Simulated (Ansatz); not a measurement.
# NaCl: the cost of one run

Method: DFT PBE, scalar-relativistic, plane waves, PAW, in Ansatz 0.2.0.

3 further runs of the same task are left out: 3 set aside as unsound or not needed.

**1. The system as given**

The cell holds 24 atoms (Cl12Na12): a = 9.187 Å, b = 8.559 Å, c = 9.208 Å, α = 93.92°, β = 94.57°, γ = 89.79°.

It is the last frame of an earlier stage of the same melt, run at 300 K.

Coordinates:

```cif
data_structure
_symmetry_space_group_name_H-M 'P 1'
_symmetry_Int_Tables_number 1
_cell_length_a 9.1875
_cell_length_b 8.5587
_cell_length_c 9.2078
_cell_angle_alpha 93.917
_cell_angle_beta 94.566
_cell_angle_gamma 89.788
_cell_volume 720.05
loop_
_atom_site_label
_atom_site_type_symbol
_atom_site_fract_x
_atom_site_fract_y
_atom_site_fract_z
_atom_site_occupancy
Na1 Na 0.96596 0.41395 0.35725 1
Na2 Na 0.45509 0.87638 0.80390 1
Na3 Na 0.67588 0.70983 0.24440 1
Na4 Na 0.32567 0.42157 0.11899 1
Na5 Na 0.19412 0.91110 0.35112 1
Na6 Na 0.06906 0.15275 0.59760 1
Na7 Na 0.75287 0.13704 0.04948 1
Na8 Na 0.81512 0.86321 0.64221 1
Na9 Na 0.71721 0.45539 0.84780 1
Na10 Na 0.11499 0.50229 0.76446 1
Na11 Na 0.50617 0.24793 0.49528 1
Na12 Na 0.04972 0.92369 0.98422 1
Cl1 Cl 0.96445 0.23869 0.85322 1
Cl2 Cl 0.41663 0.57981 0.89612 1
Cl3 Cl 0.23615 0.37910 0.50908 1
Cl4 Cl 0.83742 0.53508 0.59191 1
Cl5 Cl 0.78611 0.84635 0.97043 1
Cl6 Cl 0.54706 0.18496 0.78801 1
Cl7 Cl 0.08649 0.60546 0.18577 1
Cl8 Cl 0.13315 0.85079 0.66271 1
Cl9 Cl 0.54536 0.89541 0.46353 1
Cl10 Cl 0.28440 0.07998 0.13625 1
Cl11 Cl 0.63568 0.36411 0.23331 1
Cl12 Cl 0.91733 0.07860 0.35369 1
```

**2. Relaxation without symmetry, coarse mesh**

A cheap relaxation: coarse mesh, no symmetry, loose thresholds.

input.yaml

```yaml
crystal:
  lattice:
    - [9.180153, 0.010144, -0.366357]
    - [0.010144, 8.553307, -0.303106]
    - [-0.366357, -0.303106, 9.195481]
  atoms:
    - { symbol: Na, position: [0.9659601627, 0.4139509148, 0.3572485236] }
    - { symbol: Na, position: [0.4550946849, 0.8763824321, 0.8038989877] }
    - { symbol: Na, position: [0.6758811214, 0.7098328308, 0.2443977472] }
    - { symbol: Na, position: [0.3256679251, 0.4215660187, 0.1189927152] }
    - { symbol: Na, position: [0.1941243814, 0.9110967281, 0.3511220393] }
    - { symbol: Na, position: [0.0690632443, 0.1527455456, 0.597602682] }
    - { symbol: Na, position: [0.7528677189, 0.1370433168, 0.0494830203] }
    - { symbol: Na, position: [0.8151164764, 0.863206589, 0.6422070573] }
    - { symbol: Na, position: [0.717209979, 0.4553878356, 0.8478004525] }
    - { symbol: Na, position: [0.1149934699, 0.5022940491, 0.7644558594] }
    - { symbol: Na, position: [0.506169346, 0.2479317538, 0.4952842768] }
    - { symbol: Na, position: [0.0497174947, 0.9236899098, 0.9842214844] }
    - { symbol: Cl, position: [0.9644522471, 0.2386948957, 0.8532196826] }
    - { symbol: Cl, position: [0.416628985, 0.5798052784, 0.896116846] }
    - { symbol: Cl, position: [0.2361542407, 0.3791026762, 0.5090831788] }
    - { symbol: Cl, position: [0.8374189288, 0.5350766634, 0.591913512] }
    - { symbol: Cl, position: [0.7861127449, 0.8463529766, 0.9704323703] }
    - { symbol: Cl, position: [0.5470598977, 0.1849646819, 0.7880097733] }
    - { symbol: Cl, position: [0.0864908477, 0.6054578452, 0.185771198] }
    - { symbol: Cl, position: [0.1331471664, 0.8507927476, 0.6627101673] }
    - { symbol: Cl, position: [0.5453567505, 0.8954128321, 0.4635329446] }
    - { symbol: Cl, position: [0.284397096, 0.079979221, 0.1362453748] }
    - { symbol: Cl, position: [0.6356845205, 0.3641093318, 0.2333148173] }
    - { symbol: Cl, position: [0.9173284432, 0.0786042116, 0.3536949001] }
  symmetry: { detect: false }
basis:
  ecutwfc: 420
kpoints:
  mp_grid: { grid: [1, 1, 1], shift: [0.25, 0.25, 0.25] }
hamiltonian:
  xc: pbe
scf:
  occupations: { method: gaussian, width: 0.1 }
  lower_state_search: "off"
output:
  forces: true
  stress: true
  eigenvalues: true
relax:
  adjacent_minimum: "off"
  f_tol: 0.04
  max_steps: 70
  cell: { stress_tol: 0.3 }
```

The run is started by

```console
ansatz run input.yaml --threads 2 --pin off --max-ram 5120MiB --backend cpu --events-out ev --progress --plain --runs-dir out
```

Q: Estimate wall time and peak memory on 2 threads of Arm Neoverse V1, shared host.

About 3.6 min, with a peak of 0.78 GiB.
